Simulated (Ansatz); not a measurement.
# Infrared modes and screening in CdS (rocksalt)

Perturbation theory with PBEsol in the PAW code Ansatz on the PBEsol cell, ground state and force constants on a 6×6×6 mesh. Note: simulated data, non-magnetic, for a generated structure that need not be the stable one.

The symmetry is Fm-3m (No. 225, cubic); conventional cell a = 5.397 Å, 19.66 Å³ an atom. Cd is surrounded by 6 S at 2.70 Å; S is surrounded by 6 Cd at 2.70 Å.

Space group Fm-3m (No. 225). a = 5.397 Å, b = 5.397 Å, c = 5.397 Å, α = 90.00°, β = 90.00°, γ = 90.00°
```json
{"atom": "Cd", "site": "4a", "symmetry": "m-3m", "x": "0.0000", "y": "0.0000", "z": "0.0000"}
{"atom": "S", "site": "4b", "symmetry": "m-3m", "x": "0.5000", "y": "0.0000", "z": "0.0000"}
```

Optical modes without the longitudinal term:
```json
{"ω (cm⁻¹)": "141", "degeneracy": "3", "IR intensity, summed over the level ((D/Å)²/amu)": "23.84"}
```

The optical mode at Γ lies at 141 cm⁻¹ without the longitudinal term. With the long-range field the highest mode reaches 257 cm⁻¹. By the program's warning the force constants, and with them frequencies and ε⁰, aren't converged on this mesh.

The electronic dielectric tensor ε∞ is 9.37 in all directions. With the ions relaxed, ε⁰ is 31.1 in all directions. Born charges, averaged over directions: Cd +2.93, S -2.93 e.

With one polar mode in a cubic crystal the Lyddane-Sachs-Teller relation applies: (ω_LO/ω_TO)² = (256.6/140.8)² = 3.321, and ε⁰/ε∞ = 31.124/9.371 = 3.321. The refractive index √ε∞ is 3.06.

For comparison, on the r2SCAN cell the mean ε∞ is 7.77 with r2SCAN (ground state on 6×6×6; least gap 0.75 eV in its run on 8×8×8 and the special points), 9.07 with PBE (ground state on 6×6×6; least gap 0.26 eV in its run on 8×8×8 and the special points).

Spin-orbit coupling is left out.
